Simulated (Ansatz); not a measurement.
## A series in volume per atom on AgCl

All results are calculated (Ansatz 0.2.0). Periodic Kohn-Sham DFT of a crystal at fixed atoms; Kohn-Sham levels at symmetry points; band -1 is the highest filled and +1 the lowest empty one at that point, spin up along a +z start moment.

Cell of the first row (space group Fm-3m, No. 225):
```
cell vectors (Å)
   0.0000     2.7165     2.7165
   2.7165     0.0000     2.7165
   2.7165     2.7165     0.0000
atoms (fractions of the cell vectors)
Ag  0.50000  0.50000  0.50000
Cl  0.00000  0.00000  0.00000
```

Settings of every row: method all-electron LAPW; functional PBEsol; relativity scalar; k mesh 9x9x9; filling fermi-dirac; smearing width 0.01 eV; basis error target 0.5 meV/atom; nucleus gaussian.

Atom start moment: 0 on all atoms.

Limits: semilocal functionals tend to give too small a gap.

```csv
row,volume per atom (Å³),band gap (eV),smallest direct gap on path (eV)
1,20.047,0.727,3.1
2,20.473,0.728,3.028
3,20.9,0.73,2.961
4,21.113,0.732,2.93
5,21.327,0.735,2.846
6,21.54,0.738,2.87
7,21.753,0.741,2.842
8,22.18,0.749,2.789
9,22.606,?,?
```

Question: what band gap should row 9 give?

Worked fit of band gap. Take t = volume per atom − 21, in Å³. The shown rows have t = -0.953, -0.527, -0.1, 0.113, 0.327, 0.54, 0.753, 1.18. Least squares give band gap = 0.7312 + 0.00921 × t + 0.00505 × t² eV; a straight line predicts inner rows, each left out in turn, worse (root mean square 0.0018 against 0.00036 eV). All shown rows lie on it to the printed digit. The withheld row has t = 1.606, so the fit gives 0.7312 + 0.00921 × (1.606) + 0.00505 × (1.606)² = 0.759 eV.

The calculation gave 0.758 eV. The fit lies 0.001 eV (3.2 % of the column's range) above it, one unit of the last digit. This row lies beyond the range of the fit.

The other values of row 9: smallest direct gap on path 2.74 eV.
